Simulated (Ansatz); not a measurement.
A run of Ansatz 0.2.0:

input.yaml

```yaml
crystal:
  lattice:
    - [-2.82766816, -1.63255497, -2.31773161]
    - [2.82766816, -4.89766492, 0.0]
    - [-2.82766816, -1.63255497, 4.63546322]
  atoms:
    - { symbol: Ba, position: [0.01574546, 0.99510673, 0.97325899] }
    - { symbol: Ba, position: [0.98425454, 0.50489327, 0.52674101] }
    - { symbol: Ti, position: [0.50385971, 0.9895382, 0.503622] }
    - { symbol: Ti, position: [0.46814029, 0.5104618, 0.024378] }
    - { symbol: O, position: [0.53055, 0.23162339, 0.73315727] }
    - { symbol: O, position: [0.48625, 0.75827661, 0.23994273] }
    - { symbol: O, position: [0.47921711, 0.75734423, 0.73348461] }
    - { symbol: O, position: [0.53758289, 0.25275577, 0.23961539] }
    - { symbol: O, position: [0.99088784, 0.02893112, 0.47950327] }
    - { symbol: O, position: [0.04611216, 0.47106888, 0.00369673] }
hamiltonian:
  xc: pbesol
  pseudopotentials: { kind: paw }
kpoints:
  mp_grid: { grid: [7, 5, 5] }
  band_path:
    path:
      - [[0.0, 0.0, 0.0], [0.0, 0.0, 0.5], [-0.4987186014, 0.0, 0.502576104], [-0.5, 0.0, 0.5], [-0.5, 0.5, 0.5], [-0.5012813986, 0.5, 0.497423896], [-0.5, 0.5, 0.0], [-0.5, 0.0, 0.0], [-0.5012813986, 0.0, 0.497423896]]
      - [[-0.4987186014, 0.5, 0.502576104], [0.0, 0.5, 0.5], [0.0, 0.5, 0.0]]
      - [[0.0, 0.0, 0.5], [0.0, 0.5, 0.5]]
    npoints: 10
scf:
  occupations: { method: fermi_dirac, width: 0.05 }
  n_extra_bands: 25
output:
  forces: true
  stress: true
  eigenvalues: true
  fatbands: false
```

Potentials or basis: Ansatz PAW.

Run with:

```sh
$ ansatz run input.yaml --threads 4 --pin off --max-ram 11264MiB --backend cpu --events-out ev --progress --plain --runs-dir out
```

Hardware: 4 threads of Intel(R) Xeon(R) Platinum 8259CL CPU @ 2.50GHz (Skylake/Cascade Lake), with other jobs on the host.

Question: Estimate the wall time of this run.

Answer: Run time: 29 s on 4 threads of Intel(R) Xeon(R) Platinum 8259CL CPU @ 2.50GHz (Skylake/Cascade Lake), with other jobs on the host, peak memory 0.93 GiB. Counts: scf iterations 6, plane waves 2497, k points 88, bands 65.
